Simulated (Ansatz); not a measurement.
**Phonons of BaO in the rocksalt structure**

Method: PBEsol, scalar-relativistic; no spin polarisation; PAW, 420 eV, Gaussian smearing of 0.05 eV; code Ansatz; PAW files: Ansatz's generated set soft_2.

```cif
data_structure
_symmetry_space_group_name_H-M 'P 1'
_symmetry_Int_Tables_number 1
_cell_length_a 3.8818
_cell_length_b 3.8818
_cell_length_c 3.8818
_cell_angle_alpha 60.000
_cell_angle_beta 60.000
_cell_angle_gamma 60.000
_cell_volume 41.36
loop_
_atom_site_label
_atom_site_type_symbol
_atom_site_fract_x
_atom_site_fract_y
_atom_site_fract_z
_atom_site_occupancy
Ba1 Ba 0.50000 0.50000 0.50000 1
O1 O 0.00000 0.00000 0.00000 1
```

The compound is reported in the structure type of the start.

Force constants come from finite displacements in a 3×3×3 supercell (the unit cell's 9×9×9 k-mesh, folded to it); the long-range dipole term is included. Points in reciprocal vectors of this cell: Γ = (0.000, 0.000, 0.000), X = (0.500, 0.000, 0.500), U = (0.625, 0.250, 0.625), K = (0.375, 0.375, 0.750), L = (0.500, 0.500, 0.500), W = (0.500, 0.250, 0.750).

Task: Is the structure dynamically stable along this path, and where does the spectrum end?

Result: Yes: no branch is imaginary beyond numerical noise. The highest frequency is 394 cm⁻¹, at Γ. Points that don't fit the supercell are interpolated.

Frequencies at the named points (cm⁻¹, imaginary ones negative):
```
point                ω (cm⁻¹)
    Γ         0 0 0 77 77 394
    X   81 81 102 113 113 148
    U  76 113 116 158 164 245
    K  76 113 116 158 164 245
    L   59 59 160 220 220 385
    W  95 111 111 157 157 251
```

Task: What does the harmonic approximation give for the vibrational free energy, entropy and heat capacity?

Result: Zero-point energy 28.4 meV/atom.
```json
{"T (K)": "100", "F_vib (meV/atom)": "22.5", "S (J/K per mole of atoms)": "14.3", "C_V (J/K per mole of atoms)": "17.1"}
{"T (K)": "200", "F_vib (meV/atom)": "0.0", "S (J/K per mole of atoms)": "28.1", "C_V (J/K per mole of atoms)": "22.1"}
{"T (K)": "300", "F_vib (meV/atom)": "-34.2", "S (J/K per mole of atoms)": "37.4", "C_V (J/K per mole of atoms)": "23.6"}
{"T (K)": "400", "F_vib (meV/atom)": "-76.6", "S (J/K per mole of atoms)": "44.2", "C_V (J/K per mole of atoms)": "24.1"}
{"T (K)": "500", "F_vib (meV/atom)": "-125.4", "S (J/K per mole of atoms)": "49.7", "C_V (J/K per mole of atoms)": "24.4"}
{"T (K)": "600", "F_vib (meV/atom)": "-179.3", "S (J/K per mole of atoms)": "54.1", "C_V (J/K per mole of atoms)": "24.6"}
{"T (K)": "700", "F_vib (meV/atom)": "-237.4", "S (J/K per mole of atoms)": "57.9", "C_V (J/K per mole of atoms)": "24.7"}
{"T (K)": "800", "F_vib (meV/atom)": "-299.2", "S (J/K per mole of atoms)": "61.2", "C_V (J/K per mole of atoms)": "24.7"}
{"T (K)": "900", "F_vib (meV/atom)": "-364.2", "S (J/K per mole of atoms)": "64.1", "C_V (J/K per mole of atoms)": "24.8"}
{"T (K)": "1000", "F_vib (meV/atom)": "-432.1", "S (J/K per mole of atoms)": "66.8", "C_V (J/K per mole of atoms)": "24.8"}
```

The highest mode, 394 cm⁻¹, is worth 570 K. At 300 K the heat capacity has reached 95 % of the classical limit 3R = 24.9 J/K per mole of atoms: a mode at k_BT already holds 92 % of its classical share, and one at 1.5 k_BT 83 %.

It ran for 3.2 min on 4 threads of Arm Neoverse V1 (shared host), peak memory 5.6 GiB.

 Spin–orbit coupling, which matters for such heavy elements, is left out.
